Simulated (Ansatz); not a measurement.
**SrCl2 in Ansatz: the effect of functional**

Crystal: SrCl2.

```
CELL_PARAMETERS angstrom
0.00000 3.46494 3.46494
3.46494 0.00000 3.46494
3.46494 3.46494 0.00000
ATOMIC_POSITIONS crystal
Sr 0.00000 0.00000 0.00000
Cl 0.75000 0.75000 0.75000
Cl 0.25000 0.25000 0.25000
```

The cell isn't the ideal one: volume scaled by 0.98.

Alike in all runs:

| Property | Result |
| --- | --- |
| Program | Ansatz 0.2.0 |
| Task | single point |
| Potentials or basis | Ansatz PAW |
| k mesh | 7 × 7 × 7 |
| Occupations | fermi-dirac, width 0.05 eV |
| Spin | no spin polarisation |

Problem. One run gave: gap on the mesh 4.99 eV; pressure -2.2 GPa. Which functional did it use?
A. r2SCAN
B. LDA
C. PBEsol

Solution. B.

```tsv
functional	cutoff	gap on the mesh (eV)	pressure (GPa)
LDA	420 eV (not typed: the program's choice for these potentials)	4.99	-2.2
PBEsol	420 eV (not typed: the program's choice for these potentials)	5.25	-0.4
r2SCAN	500 eV (not typed: the program's choice for these potentials)	6.08	1.1
```

Caveats: odd divisions of the mesh miss points on the zone boundary, where band edges often lie, so the gap on the mesh can be too wide; the PAW data sets come from PBE, with cores solved anew for the run's functional, which leaves a small shift of forces and pressure.

A k mesh can miss the band edges.

Runs at the PBE level aren't shown here.
